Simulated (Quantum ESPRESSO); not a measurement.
**HfN in Quantum ESPRESSO: the effect of Hubbard term**

The system is HfN.

```xyz
2
Lattice="0.0000 2.2560 2.2560 2.2560 0.0000 2.2560 2.2560 2.2560 0.0000" Properties=species:S:1:pos:R:3 pbc="T T T"
Hf    0.0000    0.0000    0.0000
N     2.2560    2.2560    2.2560
```

Alike in all runs:

* Program: Quantum ESPRESSO 7.5
* Task: Hubbard U by linear response
* Functional: LDA
* Potentials or basis: GBRV 1.5 LDA
* Cutoff: 612 eV
* Density cutoff: 4898 eV
* k mesh: 8 × 8 × 8
* Occupations: cold, width 0.2 eV
* Spin: no spin polarisation
* Start of the occupations: default
* Hubbard projectors: ortho-atomic
* Form of the LDA correlation: PZ81
* Mixing beta: 0.3
* Most SCF iterations: 120
* SCF threshold: 4e-10 Ry
* q mesh: 2 × 2 × 2

```tsv
Hubbard term	pressure (GPa)
Hf d U = 0.0001 eV	-8.7
Hf d U = 2.0 eV	-5.2
Hf d U = 4.0 eV	-1.4
Hf d U = 6.0 eV	?
Hf d U = 8.0 eV	7.1
```

What does the run with Hubbard term Hf d U = 6.0 eV give?

Pressure 2.7 GPa.

Worked out: A parabola through the other rows of the pressure, of slope 2.12 GPa per eV there, gives 2.7 GPa, against the run's 2.7.

Caveats: U without spin polarisation on a metal has little footing.
